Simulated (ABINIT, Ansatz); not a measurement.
# AgCl (Fm-3m): Raman and infrared activity, part 2 of 3

Which lines does AgCl (Fm-3m) show in Raman and infrared spectra?

ABINIT 10.8.3; DFT LDA, scalar-relativistic, plane waves, PseudoDojo norm-conserving pseudopotentials.

So far. Step 3 (Relaxation): The volume changes by -10.0 % in this run and stands -10.0 % from the first cell. Step 4 (Ground state): The cell stands at -0.31 GPa: the relaxation ran with a smoothed and higher cutoff and on another k mesh. The relaxed cell has a = 5.355 Å (conventional setting).

## Step 6: Zone-centre response

The derivative of the wavefunctions by k comes first, since the response to a field is built on it; then the field and the displacements that symmetry doesn't supply are solved at q = 0. By the 2n+1 theorem the first-order wavefunctions also give third derivatives: Raman tensors and the non-linear susceptibility.

It reads the wavefunctions written in step 4.

dfpt_gamma.abi reads:

```
ndtset 3

# common to the responses
getwfk_filepath "gso_WFK"
kptopt 2
nqpt 1
qpt 0.0 0.0 0.0
asr 0
chneut 0

# d/dk
rfelfd1 2
rfdir1 1 1 1
iscf1 -3
tolwfr1 1.0d-20

# displacements, field
rfphon2 1
rfatpol2 1 2
rfdir2 1 1 1
rfelfd2 3
getddk2 1
tolvrs2 1.0d-10
prepanl2 1
prtden2 1

# third order
optdriver3 5
getden_filepath3 "gso_DEN"
get1den3 2
get1wf3 2
getddk3 1
d3e_pert1_elfd3 1
d3e_pert1_phon3 1
d3e_pert1_atpol3 1 2
d3e_pert1_dir3 1 1 1
d3e_pert2_elfd3 1
d3e_pert2_dir3 1 1 1
d3e_pert3_elfd3 1
d3e_pert3_dir3 1 1 1
usepead3 1
tolvrs3 1.0d-10

# basis, mesh and filling
ecut 39.0
ngkpt 6 6 6
nshiftk 4
shiftk 
    0.5 0.5 0.5
    0.5 0.0 0.0
    0.0 0.5 0.0
    0.0 0.0 0.5
istwfk *1
occopt 1
nband 13
nstep 100
diemac 9.0
prtebands 0
prtgsr 0

# cell and atoms
acell 7.155077358 7.155077358 7.155077358
rprim 
    0.0 0.7071067812 0.7071067812
    0.7071067812 0.0 0.7071067812
    0.7071067812 0.7071067812 0.0
ntypat 2
znucl 47 17
natom 2
typat 1 2
xred 
    0.0 0.0 0.0
    0.5 0.5 0.5
pp_dirpath "./pseudo"
pseudos "Ag.upf, Cl.upf"
```

On the command line:

```sh
> OMP_NUM_THREADS=1 mpirun -n 4 abinit dfpt_gamma.abi > dfpt_gamma.log
```

Numbers of over 12 decimals in the logs are rounded to 6 here.

dfpt_gamma.abo, the main output file:

```text
[banners, grids, parts of the stress and lines that vanish by symmetry left out]
- input  file    -> dfpt_gamma.abi
- output file    -> dfpt_gamma.abo
- root for input  files -> dfpt_gammai
[...]
DATASET    1 : space group Fm -3 m (#225); Bravais cF (face-center cubic)
[...]
nfft =       91125          nkpt =         432
[...]
DATASET    2 : space group Fm -3 m (#225); Bravais cF (face-center cubic)
[...]
nfft =       91125          nkpt =         432
[...]
DATASET    3 : space group Fm -3 m (#225); Bravais cF (face-center cubic)
[...]
mpw =        3030          nfft =       91125          nkpt =         432
[...]
== DATASET  1 ==================================================================
[...]
cutoff_energies: {ecut:  39.0, pawecutdg:  -1.0, }
[...]
- 17.00000   7.00000  180309                  znucl, zion, pspdat
[...]
Perturbation : derivative vs k along direction   1
[...]
-ETOT  1  -30.102858281698     -3.010E+01 6.366E-01 0.000E+00
 ETOT  2  -30.382606736611     -2.797E-01 2.723E-02 0.000E+00
 ETOT  3  -30.394441445461     -1.183E-02 2.030E-03 0.000E+00
 ETOT  4  -30.395191895899     -7.505E-04 1.956E-04 0.000E+00
 ETOT  5  -30.395247626957     -5.573E-05 1.578E-05 0.000E+00
[...]
At SCF step   21   max residual=  1.00E-20 < tolwfr=  1.00E-20 =>converged.
[...]
Perturbation : derivative vs k along direction   2
[...]
-ETOT  1  -30.102858281251     -3.010E+01 6.366E-01 0.000E+00
[...]
At SCF step   21   max residual=  1.00E-20 < tolwfr=  1.00E-20 =>converged.
[...]
Perturbation : derivative vs k along direction   3
[...]
-ETOT  1  -30.102858280805     -3.010E+01 6.366E-01 0.000E+00
[...]
At SCF step   21   max residual=  1.00E-20 < tolwfr=  1.00E-20 =>converged.
[...]
1        1       1.0403603992    0.0000000000
     1        2       0.5201801996    0.0000000000
     1        3       0.5201801996    0.0000000000
     2        1       0.5201801996    0.0000000000
     2        2       1.0403603992   -0.0000000000
     2        3       0.5201801996   -0.0000000000
     3        1       0.5201801996    0.0000000000
     3        2       0.5201801996   -0.0000000000
     3        3       1.0403603992   -0.0000000000
[...]
== DATASET  2 ==================================================================
[...]
cutoff_energies: {ecut:  39.0, pawecutdg:  -1.0, }
[...]
Perturbation : displacement of atom   1   along direction   1
[...]
-ETOT  1   7.946302     -1.125E+04 4.781E+01 7.287E+02
[...]
At SCF step   14       vres2   =  8.27E-11 < tolvrs=  1.00E-10 =>converged.
[...]
Perturbation : displacement of atom   2   along direction   1
[...]
-ETOT  1   2.138244     -6.069E+02 4.020E+00 4.256E+02
[...]
At SCF step   13       vres2   =  8.92E-13 < tolvrs=  1.00E-10 =>converged.
[...]
Perturbation : homogeneous electric field along direction   1
[...]
-ETOT  1  -107.50358251558     -1.075E+02 5.627E+00 2.654E+04
[...]
At SCF step   13       vres2   =  8.63E-11 < tolvrs=  1.00E-10 =>converged.
[...]
Perturbation : homogeneous electric field along direction   2
[...]
-ETOT  1  -107.50358251400     -1.075E+02 5.627E+00 2.654E+04
[...]
At SCF step   13       vres2   =  8.63E-11 < tolvrs=  1.00E-10 =>converged.
[...]
Perturbation : homogeneous electric field along direction   3
[...]
-ETOT  1  -107.50358251247     -1.075E+02 5.627E+00 2.654E+04
[...]
ETOT 12  -115.72419658617     -4.997E-11 4.937E-11 7.682E-10
 ETOT 13  -115.72419658617     -2.657E-12 4.489E-12 8.635E-11
 At SCF step   13       vres2   =  8.63E-11 < tolvrs=  1.00E-10 =>converged.
[...]
Dielectric tensor, in cartesian coordinates,
[...]
1    4   1    4         5.8538203872        -0.0000000000
   1    4   2    4         0.0000000000        -0.0000000000
   1    4   3    4         0.0000000000        -0.0000000000
   2    4   1    4         0.0000000000        -0.0000000000
   2    4   2    4         5.8538203872        -0.0000000000
   2    4   3    4         0.0000000000        -0.0000000000
   3    4   1    4         0.0000000000        -0.0000000000
   3    4   2    4         0.0000000000        -0.0000000000
   3    4   3    4         5.8538203872        -0.0000000000
  Effective charges, in cartesian coordinates,
[...]
1    1   1    4         1.4154988306         0.0000000000
   2    1   1    4        -0.0000000000         0.0000000000
   3    1   1    4         0.0000000000         0.0000000000
   1    2   1    4        -1.4150795707         0.0000000000
   2    2   1    4         0.0000000000         0.0000000000
[...]
Effective charges, in cartesian coordinates,
[...]
2    4   1    2         0.0000000000         0.0000000000
   3    4   1    2         0.0000000000         0.0000000000
   1    4   2    2         0.0000000000         0.0000000000
   2    4   2    2        -1.4150794817         0.0000000000
   3    4   2    2         0.0000000000         0.0000000000
   1    4   3    2         0.0000000000         0.0000000000
   2    4   3    2         0.0000000000         0.0000000000
   3    4   3    2        -1.4150794817         0.0000000000
  Phonon wavevector (reduced coordinates) :  0.00000  0.00000  0.00000
 Phonon energies in Hartree :
[...]
Phonon frequencies in cm-1    :
-  2.018467E+00  2.018467E+00  2.018467E+00  1.303301E+02  1.303301E+02
-  1.303301E+02
  Phonon at Gamma, with non-analyticity in the
[...]
Phonon energies in Hartree :
[...]
Phonon frequencies in cm-1    :
-  2.018467E+00  2.018467E+00  2.018467E+00  1.303301E+02  1.303301E+02
-  1.828215E+02
  Phonon at Gamma, with non-analyticity in the
[...]
Phonon energies in Hartree :
[...]
Phonon frequencies in cm-1    :
-  2.018467E+00  2.018467E+00  2.018467E+00  1.303301E+02  1.303301E+02
-  1.828215E+02
  Phonon at Gamma, with non-analyticity in the
[...]
Phonon energies in Hartree :
[...]
Phonon frequencies in cm-1    :
-  2.018467E+00  2.018467E+00  2.018467E+00  1.303301E+02  1.303301E+02
-  1.828215E+02
[...]
== DATASET  3 ==================================================================
[...]
cutoff_energies: {ecut:  39.0, pawecutdg:  -1.0, }
[...]
1          1       -0.000000000       -0.000000000       -0.000000000
[...]
1          2       -0.000000000       -0.000000000       -0.000000000
[...]
1          3       -0.000000000       -0.000000000       -0.000000000
[...]
2          1       -0.000000000       -0.000000000       -0.000000000
[...]
2          2       -0.000000000       -0.000000000       -0.000000000
[...]
2          3       -0.000000000       -0.000000000       -0.000000000
[...]
strten2     0.0000000000E+00  0.0000000000E+00  0.0000000000E+00
           strten3     0.0000000000E+00  0.0000000000E+00  0.0000000000E+00
================================================================================
```

Run time: 37 min. Hardware: 4 MPI ranks of Intel Xeon Platinum 8124M at 3.00GHz (Skylake/Cascade Lake), shared host.

This step gave:

| Property | Result |
| --- | --- |
| miss of the charge sum rule | 4.19e-4 e |
| largest acoustic frequency at the zone centre before the sum rule | 2.02 cm⁻¹ |
| highest optical zone-centre mode (no LO-TO term) | 130.3 cm⁻¹ |
| lowest optical zone-centre mode | 130.3 cm⁻¹ |
| mean high-frequency dielectric constant | 5.854 |
| largest Born charge in size (third of the trace) | 1.415 e |

Born charge (rows field, columns displacement), before the sum rule (e), principal values of the symmetric part by kind of site:

```
atom  atoms with these values    low  middle   high   mean
 Ag1                        1   1.42    1.42   1.42   1.42
 Cl2                        1  -1.42   -1.42  -1.42  -1.42
```

In full for Cl2:

```
-1.42  0.00  0.00
 0.00 -1.42  0.00
 0.00  0.00 -1.42
```

High-frequency dielectric tensor:

```
5.85 0.00 0.00
0.00 5.85 0.00
0.00 0.00 5.85
```

The acoustic modes at Γ come out as far as 2.0 cm⁻¹ from zero, where they should vanish, a small numerical error; the Born charges miss their sum rule by 4.2e-4 e, which is good.

## Step 7: Modes with the sum rule

anaddb reads the merged derivatives, imposes the acoustic sum rule and charge neutrality, and adds the LO-TO term along chosen directions.

anaddb.abi reads:

```
ddb_filepath "gamma_DDB"
output_file "anaddb.abo"
outdata_prefix "anaddb"
asr 1
chneut 1
enunit 2
eivec 1
nph1l 1
qph1l 0.0 0.0 0.0 1.0
dieflag 1
nph2l 3
qph2l 
    1.0 0.0 0.0 0.0
    0.0 0.0 1.0 0.0
    1.0 1.0 1.0 0.0
nlflag 1
ramansr 1
alphon 1
prtmbm 1
```

mrgddb.in reads:

```
gamma_DDB
merged
3
dfpt_gammao_DS2_DDB
dfpt_gammao_DS3_DDB
gso_DDB
```

On the command line:

```sh
> mrgddb < mrgddb.in > mrgddb.log
> OMP_NUM_THREADS=1 anaddb anaddb.abi > anaddb.log
```

anaddb.abo, the main output file:

```text
[banners, grids, parts of the stress and lines that vanish by symmetry left out]
-outvars_anaddb: echo values of input variables ----------------------

 Flags :
[...]
Dielectric Tensor and Effective Charges
[...]
Effective charge tensors after
[...]
1          1       -0.000000000       -0.000000000       -0.000000000
[...]
1          2       -0.000000000       -0.000000000       -0.000000000
[...]
1          3       -0.000000000       -0.000000000       -0.000000000
[...]
2          1       -0.000000000       -0.000000000       -0.000000000
[...]
2          2       -0.000000000       -0.000000000       -0.000000000
[...]
2          3       -0.000000000       -0.000000000       -0.000000000
[...]
Phonon wavevector (reduced coordinates) :  0.00000  0.00000  0.00000
 Phonon energies in Hartree :
[...]
Phonon energies in meV     :
-  0.000000E+00  0.000000E+00  0.000000E+00  1.615819E+01  1.615819E+01
-  1.615819E+01
 Phonon frequencies in cm-1    :
-  0.000000E+00  0.000000E+00  0.000000E+00  1.303246E+02  1.303246E+02
-  1.303246E+02
 Phonon frequencies in Thz     :
-  0.000000E+00  0.000000E+00  0.000000E+00  3.907033E+00  3.907033E+00
-  3.907033E+00
 Phonon energies in Kelvin  :
-  0.000000E+00  0.000000E+00  0.000000E+00  1.875080E+02  1.875080E+02
-  1.875080E+02
[...]
-  1  0.00000000E+00  0.00000000E+00  1.95643426E-03
-     0.00000000E+00  0.00000000E+00  0.00000000E+00
-  2  0.00000000E+00  0.00000000E+00  1.95643292E-03
-     0.00000000E+00  0.00000000E+00  0.00000000E+00
[...]
-  1  0.00000000E+00 -1.95643426E-03  0.00000000E+00
-     0.00000000E+00  0.00000000E+00  0.00000000E+00
-  2  0.00000000E+00 -1.95643292E-03  0.00000000E+00
-     0.00000000E+00  0.00000000E+00  0.00000000E+00
[...]
-  1  1.95643426E-03  0.00000000E+00  0.00000000E+00
-     0.00000000E+00  0.00000000E+00  0.00000000E+00
-  2  1.95643292E-03  0.00000000E+00  0.00000000E+00
-     0.00000000E+00  0.00000000E+00  0.00000000E+00
[...]
-  1  0.00000000E+00  1.56965299E-07  1.12161265E-03
-     0.00000000E+00  0.00000000E+00  0.00000000E+00
-  2  0.00000000E+00 -4.77582127E-07 -3.41261514E-03
-     0.00000000E+00  0.00000000E+00  0.00000000E+00
[...]
-  1  0.00000000E+00  1.12161265E-03 -1.56965339E-07
-     0.00000000E+00  0.00000000E+00  0.00000000E+00
-  2  0.00000000E+00 -3.41261514E-03  4.77582249E-07
-     0.00000000E+00  0.00000000E+00  0.00000000E+00
[...]
-  1  1.12161266E-03  0.00000000E+00  0.00000000E+00
-     0.00000000E+00  0.00000000E+00  0.00000000E+00
-  2 -3.41261517E-03  0.00000000E+00  0.00000000E+00
-     0.00000000E+00  0.00000000E+00  0.00000000E+00
[...]
-     1          0.000000    -0.000000     0.000001     0.000001
-     2         -0.000000    -0.000001     0.000000     0.000001
-     3          0.000001    -0.000000     0.000000     0.000001
-     4          0.000000    -0.000000     1.786434     1.786434
-     5         -0.000000     1.786434    -0.000000     1.786434
-     6          1.786434     0.000000    -0.000000     1.786434
[...]
-   1     Real    0.0000E+00  0.0000E+00  0.0000E+00  0.0000E+00  0.0000E+00  0.0000E+00  0.0000E+00
[...]
-   2     Real    0.0000E+00  0.0000E+00  0.0000E+00  0.0000E+00  0.0000E+00  0.0000E+00  0.0000E+00
[...]
-   3     Real    0.0000E+00  0.0000E+00  0.0000E+00  0.0000E+00  0.0000E+00  0.0000E+00  0.0000E+00
[...]
-   4     Real    0.0000E+00  0.0000E+00  4.1181E-05  0.0000E+00  0.0000E+00  0.0000E+00  4.1181E-05
[...]
-   5     Real    0.0000E+00  4.1181E-05  0.0000E+00  0.0000E+00  0.0000E+00  0.0000E+00  4.1181E-05
[...]
-   6     Real    4.1181E-05  0.0000E+00  0.0000E+00  0.0000E+00  0.0000E+00  0.0000E+00  4.1181E-05
[...]
-         0.000000000       0.000000000       0.000000000
-         0.000000000       0.000000000       0.000000000
[...]
Phonon at Gamma, with non-analyticity in the
[...]
Phonon energies in Hartree :
[...]
Phonon energies in meV     :
-  0.000000E+00  0.000000E+00  0.000000E+00  1.615819E+01  1.615819E+01
-  2.266733E+01
 Phonon frequencies in cm-1    :
-  0.000000E+00  0.000000E+00  0.000000E+00  1.303246E+02  1.303246E+02
-  1.828243E+02
 Phonon frequencies in Thz     :
-  0.000000E+00  0.000000E+00  0.000000E+00  3.907033E+00  3.907033E+00
-  5.480936E+00
 Phonon energies in Kelvin  :
-  0.000000E+00  0.000000E+00  0.000000E+00  1.875080E+02  1.875080E+02
-  2.630434E+02
[...]
-  1  0.00000000E+00  0.00000000E+00  1.95643426E-03
[...]
-  2  0.00000000E+00  0.00000000E+00  1.95643292E-03
[...]
Phonon at Gamma, with non-analyticity in the
[...]
Phonon energies in Hartree :
[...]
Phonon energies in meV     :
-  0.000000E+00  0.000000E+00  0.000000E+00  1.615819E+01  1.615819E+01
-  2.266733E+01
 Phonon frequencies in cm-1    :
-  0.000000E+00  0.000000E+00  0.000000E+00  1.303246E+02  1.303246E+02
-  1.828243E+02
 Phonon frequencies in Thz     :
-  0.000000E+00  0.000000E+00  0.000000E+00  3.907033E+00  3.907033E+00
-  5.480936E+00
 Phonon energies in Kelvin  :
-  0.000000E+00  0.000000E+00  0.000000E+00  1.875080E+02  1.875080E+02
-  2.630434E+02
[...]
Phonon at Gamma, with non-analyticity in the
[...]
Phonon energies in Hartree :
[...]
Phonon energies in meV     :
-  0.000000E+00  0.000000E+00  0.000000E+00  1.615819E+01  1.615819E+01
-  2.266733E+01
 Phonon frequencies in cm-1    :
-  0.000000E+00  0.000000E+00  0.000000E+00  1.303246E+02  1.303246E+02
-  1.828243E+02
 Phonon frequencies in Thz     :
-  0.000000E+00  0.000000E+00  0.000000E+00  3.907033E+00  3.907033E+00
-  5.480936E+00
 Phonon energies in Kelvin  :
-  0.000000E+00  0.000000E+00  0.000000E+00  1.875080E+02  1.875080E+02
-  2.630434E+02
[...]
-  1  1.81058694E-06 -1.95642590E-03 -5.40574651E-06
[...]
-  2  1.81036511E-06 -1.95642478E-03 -5.40596339E-06
[...]
-  1  1.95643290E-03  1.80673304E-06  1.35757015E-06
[...]
-  2  1.95643178E-03  1.80695235E-06  1.35778976E-06
[...]
-  1  1.24567567E-04  7.23444969E-04 -8.48012536E-04
[...]
-  2 -3.79008888E-04 -2.20115140E-03  2.58016029E-03
[...]
-  1  9.07281414E-04 -5.61519384E-04 -3.45762030E-04
[...]
-  2 -2.76049159E-03  1.70847712E-03  1.05201447E-03
[...]
-         0.000000000       0.000000000       0.000000000
-         0.000000000       0.000000000       0.000000000
[...]
-         0.000000000       0.000000000       0.000000000
-         0.000000000       0.000000000       0.000000000
-         0.000000000       0.000000000       0.000000000
[...]
-         0.000000000       0.000000000       0.000000000
-         0.000000000       0.000000000       0.000000000
-         0.000000000       0.000000000       0.000000000
[...]
Direction                     Dielectric constant
[...]
0.00000   0.00000   1.00000     11.52005919
   1.00000   1.00000   1.00000     11.52005919
-
```

Run time: 1.4 s. Hardware: 1 thread.

Read from the output:

| Item | Value |
| --- | --- |
| mean static dielectric constant | 11.52 |
| highest mode moved by the LO-TO term | 182.8 cm⁻¹ |

No LO-TO term; unit eigenvectors of the mass-weighted matrix, from anaddb's displacements. The modes at Γ (shares of kinetic energy by element, %):

```
mode  frequency (cm⁻¹)  symmetry  Ag %  Cl %
   1               0.0  acoustic    75    25
   2               0.0  acoustic    75    25
   3               0.0  acoustic    75    25
   4             130.3       T1u    25    75
   5             130.3       T1u    25    75
   6             130.3       T1u    25    75
```

Displacements in mode 4 (130.3 cm⁻¹), the largest set to 1:
```
Ag1  0.00  0.00  0.33
Cl2  0.00  0.00 -1.00
```

Trace of the oscillator strength, degenerate modes summed. Infrared lines, with heights relative to the strongest:

```
position (cm⁻¹)  lines merged  IR intensity, relative
            130             3                     100
```

Static dielectric tensor (ions relaxed, fixed cell):

```
11.52  0.00  0.00
 0.00 11.52  0.00
 0.00  0.00 11.52
```

The rule moves no optical mode by more than 0.1 cm⁻¹.

[end of part 2 of 3]

[Host names and launcher messages were left out of these logs when they were recorded.]

[Logs are printed without paths, hosts, clocks, repeated set-up lines and the standing remarks that a program may print on its own settings, such as how far it seeks lower states.]

[Hosts, paths, dates, database ids (printed as entryN), source tags and the programs' standing remarks are cut or masked in the printed files.]
